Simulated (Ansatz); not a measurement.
Runs of Ansatz 0.2.0 on Te. Symmetry: P4_132, No. 213, cubic system. Conventional cell: a = 5.223 Å, b = 5.223 Å, c = 5.223 Å, α = 90.00°, β = 90.00°, γ = 90.00°. Te (site symmetry 32) is surrounded by 6 Te at 3.20 Å. The cell was built by a generator and needn't be a form met in nature.

```tsv
level	gap on the mesh (eV)	pressure (GPa)
LDA	none	(a)
RPBE	none	1.3
revPBE	none	(b)
BLYP	none	3.7
PBE	none	0.1
```

Alike in all rows: task band structure; potentials or basis Ansatz PAW; no spin polarisation; cell as given; k mesh 4 × 4 × 4; cutoff (eV) 420; smearing fermi-dirac 0.05 eV.

Task: Estimate the missing entries.

Result: (a) -2.9; (b) 1.0.

Caveats: the PAW data sets come from PBE, with cores solved anew for the run's functional, which leaves a small shift of forces and pressure (some runs); the potentials were made for another functional, which shifts forces and pressure (some runs).

A k mesh can miss the band edges, and the runs leave out spin-orbit coupling on Te.

A gap of «none» marks a metal or a gap under the smearing width.

Not every run made on this cell is shown here.
